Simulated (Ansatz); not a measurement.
# SnTe: single point with PBE

SnTe:

```xyz
2
Lattice="0.0000 3.1509 3.1509 3.1509 0.0000 3.1509 3.1509 3.1509 0.0000" Properties=species:S:1:pos:R:3 pbc="T T T"
Te    3.1509    3.1509    3.1509
Sn    0.0000    0.0000    0.0000
```

```
Program             : Ansatz 0.2.0
Task                : single point
Functional          : PBE
Potentials or basis : Ansatz PAW
Cutoff              : 600 eV
Density cutoff      : 2400 eV
k mesh              : 7 × 7 × 7
Occupations         : fermi-dirac, width 0.05 eV
Spin                : no spin polarisation
```

The pressure is 2.2 GPa.

Levels at points of the mesh, in eV from the Fermi level:
```
           k point  band 13  band 14  band 15  band 16  band 17  band 18
(0.00, 0.00, 0.00)    -2.22    -2.22    -2.22     3.28     3.28     3.28
```

It took 1.1 s on 2 threads of Arm Neoverse V2, on a shared host, peak memory 0.37 GiB.

Caveat: this odd mesh misses L, where the gap lies, so gap, dielectric constants and Born charges aren't listed. The run has no spin-orbit coupling, so splittings on Te are missing.
